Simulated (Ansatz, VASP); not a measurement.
# LiH in VASP and in Ansatz

```
CELL_PARAMETERS angstrom
0.00000 2.11937 1.96671
2.11937 0.00000 1.96671
2.11937 2.11937 0.00000
ATOMIC_POSITIONS crystal
Li 0.00000 0.00000 0.00000
H 0.50000 0.50000 0.50000
```

Change from the starting cell: epitaxial_xy strain +5.8%.

Alike in both runs: task single point; functional PBE; k mesh 10 × 10 × 10; occupations fermi-dirac, width 0.02 eV; no spin polarisation.

```csv
,VASP,Ansatz
version,VASP 6.6.1,Ansatz 0.2.0
potentials or method,"VASP PAW PBE potentials, release 64 (Li_sv, H)","plane waves, PAW"
plane-wave cutoff (eV),520,420
valence electrons in the cell,4,4
```

VASP gave:

```
gap on the k mesh at the Fermi level (eV) : 2.39
```

Problem. Estimate Ansatz's values.

Solution. gap on the k mesh at the Fermi level (eV): 2.40.

 A k mesh can miss the band edges.
